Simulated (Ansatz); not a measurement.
## Compressing MgI₂

Level of theory: DFT PBE, scalar-relativistic, plane waves, PAW in Ansatz 0.2.0. Settings: 420 eV cutoff, 6×6×4 k-mesh, Gaussian smearing of 0.02 eV, no spin polarisation.

The relaxed crystal:

```yaml
crystal:
  lattice:
    - [4.20763, 0.00000, 0.00000]
    - [-2.10382, 3.64392, 0.00000]
    - [0.00000, 0.00000, 7.87391]
  atoms:
    - { symbol: Mg, position: [0.00000, 0.00000, 0.00000] }
    - { symbol: I, position: [0.33333, 0.66667, 0.78755] }
    - { symbol: I, position: [0.66667, 0.33333, 0.21245] }
```

Cell and atoms are relaxed at each pressure within the symmetry of the start, at zero temperature, so transitions that lower the symmetry aren't seen. The k-mesh given is that at zero pressure and may differ at others. a, b and c are the lengths of the cell vectors above. Gaps are Kohn–Sham gaps over the whole zone.

Spin-orbit coupling is left out, which matters for the bands and energies of heavy elements.

| P (GPa) | V (Å³/atom) | V/V0 | a (Å) | b (Å) | c (Å) |
| --- | --- | --- | --- | --- | --- |
| 0 | 40.24 | 1.000 | 4.208 | 4.208 | 7.874 |
| 1 | 34.68 | 0.862 | 4.154 | 4.154 | 6.961 |
| 4 | 30.62 | 0.761 | 4.039 | 4.039 | 6.504 |
| 12 | 26.19 | 0.651 | 3.840 | 3.840 | 6.155 |
| 25 | 22.75 | 0.565 | 3.644 | 3.644 | 5.936 |
| 50 | 19.34 | 0.481 | 3.417 | 3.417 | 5.739 |
| 90 | 16.54 | 0.411 | 3.212 | 3.212 | 5.553 |

Q: What bulk modulus and pressure derivative fit these points?

A: A third-order Birch–Murnaghan fit gives B0 = 8 GPa and B0' = 5.8.

Q: Which cell vector or vectors give way most up to 90 GPa?

A: c: the changes are a -23.7 %, b -23.7 %, c -29.5 %.

Q: What does pressure do to the gap?

A: The gaps are 3.63 eV at 0 GPa, 3.56 eV at 1 GPa, 3.32 eV at 4 GPa, 2.95 eV at 12 GPa, 2.46 eV at 25 GPa, 1.60 eV at 50 GPa, 0.50 eV at 90 GPa.